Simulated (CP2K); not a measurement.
The system is Bi.

```
Bi
1.0
     3.23838    0.00000    0.00000
     0.00000    3.22164    0.00000
    -0.08045    0.00000    6.44389
Bi
2
Cartesian
  1.7022 0.0000 4.8302
  1.4558 0.0000 1.6137
```

This isn't the form of Bi at room conditions, which is rhombohedral.

```yaml
Program: CP2K 2026.2
Task: relaxation of cell and atoms
Functional: LDA
Potentials_or_basis: POTENTIAL_UZH Bi GTH-PBE-q5; TZVP-MOLOPT-PBE-GTH basis
Density_cutoff: 9184 eV
k_mesh: 6 × 6 × 3
Occupations: fermi-dirac, width 0.05 eV
Spin: no spin polarisation
```

At the start: pressure 2.5 GPa; volume 33.61 Å³/atom.

Task: How do energy, volume and symmetry change on relaxing?

Result: Over 24 steps the energy falls by 15.8 meV/atom and the volume is 35.17 Å³/atom (+4.6 %); space group Pm-3m (No. 221, to 0.05 Å).

The path:
```tsv
step	energy change (eV)	largest force (eV/Å)	volume (Å³)
1	0.0000	0.0567	67.23
2	-0.0025	0.0556	67.39
3	-0.0207	0.0496	69.62
4	-0.0211	0.0499	69.92
5	-0.0213	0.0497	70.05
6	-0.0219	0.0483	70.30
7	-0.0231	0.0451	70.64
8	-0.0253	0.0425	71.02
9	-0.0276	0.0483	71.12
10	-0.0285	0.0518	70.84
11	-0.0288	0.0499	70.56
12	-0.0289	0.0466	70.47
13	-0.0292	0.0365	70.33
14	-0.0295	0.0288	70.26
15	-0.0299	0.0357	70.33
16	-0.0300	0.0397	70.46
17	-0.0301	0.0379	70.55
18	-0.0302	0.0333	70.64
19	-0.0305	0.0233	70.74
20	-0.0310	0.0084	70.78
21	-0.0315	0.0112	70.65
22	-0.0317	0.0138	70.44
23	-0.0317	0.0094	70.35
24	-0.0317	0.0094	70.35
```

Final structure:
```
Bi
1.0
     3.27378    0.00000    0.00000
     0.00000    3.27893    0.00000
    -0.04765    0.00000    6.55343
Bi
2
Direct
  0.49962 0.00000 0.74978
  0.50038 0.00000 0.25022
```

Caveat: the potentials were made for another functional, which shifts forces and pressure; the basis of atomic orbitals isn't converged, which shifts pressures, moduli and gaps.
